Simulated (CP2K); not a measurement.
Runs of CP2K 2026.2 on TiC. The structure is cubic, space group Fm-3m (No. 225). Conventional cell: a = 4.331 Å, b = 4.331 Å, c = 4.331 Å, α = 90.00°, β = 90.00°, γ = 90.00°. Around Ti (site symmetry m-3m) lie 6 C at 2.17 Å. Around C (site symmetry m-3m) lie 6 Ti at 2.17 Å. The cell is a database's computed one.

| task | level | potentials or basis | smearing | EPS_DEFAULT | NGRIDS | points a segment of the path (NPOINTS) | bands added on the path | CUTOFF of the grids | gap on the mesh (eV) | pressure (GPa) |
| --- | --- | --- | --- | --- | --- | --- | --- | --- | --- | --- |
| band structure | PBE | POTENTIAL_UZH Ti GTH-PBE-q12, C GTH-PBE-q4; TZVP-MOLOPT-PBE-GTH basis | fermi-dirac 0.05 eV | 1.0E-9 | 5 | 10 | 2 | 450 Ry | none | 0.8 |
| band structure | PBE | POTENTIAL_UZH Ti GTH-PBE-q12, C GTH-PBE-q4; TZVP-MOLOPT-PBE-GTH basis | fermi-dirac 0.1 eV | 1.0E-9 | 5 | 8 | 4 | 450 Ry | none | 0.8 |
| band structure | PBEsol | POTENTIAL_UZH Ti GTH-PBE-q12, C GTH-PBE-q4; TZVP-MOLOPT-PBE-GTH basis | fermi-dirac 0.01 eV | 1.0E-9 | 5 | 6 | 4 | 450 Ry | none | -5.5 |
| single point | RPBE | POTENTIAL_UZH Ti GTH-PBE-q12, C GTH-PBE-q4; TZVP-MOLOPT-PBE-GTH basis | gaussian 0.02 eV | 1.0E-10 | 4 | - | - | 450 Ry | none | (a) |
| single point | PBEsol | POTENTIAL_UZH Ti GTH-PBE-q12, C GTH-PBE-q4; TZVP-MOLOPT-PBE-GTH basis | fermi-dirac 0.05 eV | 1.0E-10 | 4 | - | - | 450 Ry | none | -5.5 |
| band structure | r2SCAN | POTENTIAL_UZH Ti GTH-SCAN-q12, C GTH-SCAN-q4; TZVP-MOLOPT-SCAN-GTH basis | fermi-dirac 0.1 eV | 1.0E-9 | 5 | 6 | 4 | 675 Ry | none | 0.4 |
| single point | PBEsol | POTENTIAL_UZH Ti GTH-PBE-q12, C GTH-PBE-q4; TZVP-MOLOPT-PBE-GTH basis | gaussian 0.02 eV | 1.0E-10 | 4 | - | - | 450 Ry | none | -5.5 |

Alike in all rows: no spin polarisation; cell as given; k mesh 11 × 11 × 11.

Q: Fill in the values left out.

A: (a) 4.2.

Caveats: the basis of atomic orbitals isn't converged, which shifts pressures, moduli and gaps; the potentials were made for another functional, which shifts forces and pressure (some runs).

A k mesh can miss the band edges.

A gap of «none» marks a metal or a gap under the smearing width.

Not every run made on this cell is shown here.
